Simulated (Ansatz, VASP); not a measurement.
## One calculation of CsH, two programs

Contents of INCAR:

```
SYSTEM = CsH
PREC     = Accurate       ! precision mode
ENCUT    = 520            ! plane-wave cutoff, eV
EDIFF    = 1E-6           ! SCF threshold, eV
ISMEAR   = 0              ! smearing method
SIGMA    = 0.05           ! smearing width, eV
LREAL    = .False.        ! projectors in reciprocal space
LASPH    = .True.         ! aspherical terms in the spheres
NELM     = 100            ! most SCF steps
ALGO     = Normal         ! electronic algorithm
ISIF     = 2              ! what is computed and relaxed
LWAVE    = .False.        ! write WAVECAR
LCHARG   = .False.        ! write CHGCAR
NBANDS   = 12             ! bands
```

The input KPOINTS:

```
regular mesh
0
Gamma
  8 8 8
  0 0 0
```

Contents of POSCAR:

```
CsH
1.0
    3.8184085400      0.0000000000      0.0000000000
    0.0000000000      3.8184085400      0.0000000000
    0.0000000000      0.0000000000      4.0188749884
Cs H
1 1
Direct
    0.0000000000      0.0000000000      0.0000000000
    0.5000000000      0.5000000000      0.5000000000
```

Input for Ansatz:

```yaml
crystal:
  lattice:
    - [3.81840854, 0.0, 0.0]
    - [0.0, 3.81840854, 0.0]
    - [0.0, 0.0, 4.0188749884]
  atoms:
    - { symbol: Cs, position: [0.0, 0.0, 0.0] }
    - { symbol: H, position: [0.5, 0.5, 0.5] }
basis:
  ecutwfc: 420
kpoints:
  mp_grid: { grid: [8, 8, 8] }
hamiltonian:
  xc: lda
scf:
  occupations: { method: gaussian, width: 0.05 }
output:
  forces: true
  stress: true
  eigenvalues: true
```

Change from the starting cell: strain +0.0525 x Voigt [0, 0, 1, 0, 0, 0], atoms carried along.

Alike in both runs: task single point; functional LDA; k mesh 8 × 8 × 8; occupations gaussian, width 0.05 eV; no spin polarisation.

|  | VASP | Ansatz |
| --- | --- | --- |
| version | VASP 6.6.1 | Ansatz 0.2.0 |
| potentials or method | VASP PAW LDA potentials, release 64 (Cs_sv, H) | scalar-relativistic, plane waves, PAW |
| plane-wave cutoff (eV) | 520 | 420 |
| valence electrons in the cell | 10 | 10 |

```tsv
	VASP	Ansatz	Ansatz less VASP
gap on the k mesh at the Fermi level (eV)	2.03	2.06	+0.026
least direct gap on the mesh (eV)	2.22	2.27	+0.044
pressure (GPa)	-2.3	-2.3	-0.03
largest component of the traceless stress (GPa)	1.15	1.14	-0.010
```

Caveats: spin-orbit coupling is left out, which moves the levels of the heavy elements. A k mesh can miss the band edges.
